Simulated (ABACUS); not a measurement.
TiO2 in ABACUS: the effect of basis

The system is TiO2.

```
Ti O
1.0
     4.50594    0.00000    0.00000
     0.00000    4.50594    0.00000
     0.00000    0.00000    2.89880
Ti O
2 4
Cartesian
  0.0000 0.0000 1.4494
  2.2530 2.2530 0.0000
  1.3713 1.3713 1.4494
  0.8817 3.6242 0.0000
  3.6242 0.8817 0.0000
  3.1347 3.1347 1.4494
```

The cell is a database's computed one.

The cell isn't the ideal one: volume scaled by 0.94.

Alike in all runs:

```yaml
Program: ABACUS 3.10.1
Task: equation of state
Functional: PBE
Potentials_or_basis: PseudoDojo NC SR 0.4.1 PBE standard
k_mesh: 4 × 4 × 6
Occupations: fermi-dirac, width 0.05 eV
Spin: no spin polarisation
```

One run gave: gap on the mesh 1.95 eV; pressure 22.0 GPa; largest force 0.28 eV/Å. Which basis did it use?
A. DZP
B. pw
C. TZDP

A.

```tsv
basis	cutoff	gap on the mesh (eV)	pressure (GPa)	largest force (eV/Å)
DZP	1361 eV	1.95	22.0	0.28
TZDP	1361 eV	2.01	21.6	0.31
pw	1143 eV	2.04	20.8	0.29
```

Caveats: the atomic orbitals were generated for these runs and aren't a published set (some runs); the basis of atomic orbitals isn't converged, which shifts pressures, moduli and gaps (some runs); there are fewer bands than atomic start orbitals, so a level may be missed at k points of high symmetry (some runs).

A k mesh can miss the band edges.
